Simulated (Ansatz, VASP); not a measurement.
## One calculation of K, two programs

```
K
1.0
    -2.69756    2.69756    2.69756
     2.69756   -2.69756    2.69756
     2.69756    2.69756   -2.69756
K
1
Direct
  0.00000 0.00000 0.00000
```

Alike in both runs: task single point; functional LDA; k mesh 7 × 7 × 7; occupations gaussian, width 0.1 eV; no spin polarisation.

|  | VASP | Ansatz |
| --- | --- | --- |
| version | VASP 6.6.1 | Ansatz 0.2.0 |
| potentials or method | VASP PAW LDA potentials, release 54 (K_sv) | Ansatz PAW |
| plane-wave cutoff (eV) | 520 | 420 |
| valence electrons in the cell | 9 | 9 |

|  | VASP | Ansatz | Ansatz less VASP |
| --- | --- | --- | --- |
| gap on the k mesh at the Fermi level (eV) | none | none | - |
| pressure (GPa) | -0.6 | -0.6 | +0.01 |

A gap of «none» marks a metal or a gap that the smearing closes.

Caveats: the PAW data sets come from PBE, with cores solved anew for the run's functional, which leaves a small shift of forces and pressure (Ansatz).
